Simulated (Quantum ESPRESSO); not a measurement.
Crystal: FeO (Wuestite).

```
CELL_PARAMETERS angstrom
0.00000 2.15540 2.15540
2.15540 0.00000 2.15540
2.15540 2.15540 0.00000
ATOMIC_POSITIONS crystal
Fe 0.00000 0.00000 0.00000
O 0.50000 0.50000 0.50000
```

```yaml
Program: Quantum ESPRESSO 7.5
Task: single point
Functional: PBE
Potentials_or_basis: SSSP 1.3 efficiency PBE
Cutoff: 871 eV
Density_cutoff: 10640 eV
k_mesh: 11 × 11 × 11
Occupations: fermi-dirac, width 0.05 eV
Spin: collinear spin, ferromagnetic start
Starting_moments: "[3.0, 0.0] μB"
```

On this cell: pressure -1.2 GPa; largest force zero by symmetry; net moment 4.00 μB per cell; site moments Fe +3.45; O +0.32 μB; band gap on the k mesh none (metal or under the smearing width).

The same run follows on a disturbed copy (atoms moved at random, drawn with an rms of 0.05 Å):

```
Fe O
1.0
     0.00000    2.15540    2.15540
     2.15540    0.00000    2.15540
     2.15540    2.15540    0.00000
Fe O
1 1
Cartesian
  0.0449 0.0680 0.0221
  2.1631 2.1655 2.2137
```

Question: What changes?

Answer: The energy (extrapolated to zero smearing) moves by +4.6 meV/atom; pressure -0.7 GPa; largest force 0.240 eV/Å; net moment 4.00 μB per cell; site moments Fe +3.42; O +0.32 μB; band gap on the k mesh none (metal or under the smearing width).

Forces in eV/Å, atoms in the order of the input:
```
Fe  -0.114 -0.181  0.110
O    0.114  0.181 -0.110
```

Stress tensor (GPa, compression positive):
```
-0.90 -0.17  0.10
-0.17 -0.36  0.16
 0.10  0.16 -0.92
```

Caveats: a cell with one magnetic atom can't hold antiferromagnetic order, which such compounds often take; semilocal functionals often make such compounds metallic where correlation or magnetic order opens a gap, which also shifts bond lengths.
